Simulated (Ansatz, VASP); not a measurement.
Sc: VASP beside Ansatz

```
CELL_PARAMETERS angstrom
-1.71107 1.71107 1.71107
1.71107 -1.71107 1.71107
1.71107 1.71107 -1.71107
ATOMIC_POSITIONS crystal
Sc 0.00000 0.00000 0.00000
```

Alike in both runs: task single point; functional LDA; k mesh 20 × 20 × 20; occupations fermi-dirac, width 0.1 eV; no spin polarisation.

|  | VASP | Ansatz |
| --- | --- | --- |
| version | VASP 6.6.1 | Ansatz 0.2.0 |
| potentials or method | VASP PAW LDA potentials, release 64 (Sc_sv) | plane waves (420 eV) with PAW, scalar-relativistic |
| plane-wave cutoff (eV) | 520 | 420 |
| valence electrons in the cell | 11 | 11 |

Ansatz gave:

```
pressure (GPa) : 9.0
```

Task: Estimate VASP's values.

Result: Pressure (GPa): 9.2.

Ansatz warned: «pseudo_functional_mismatch».
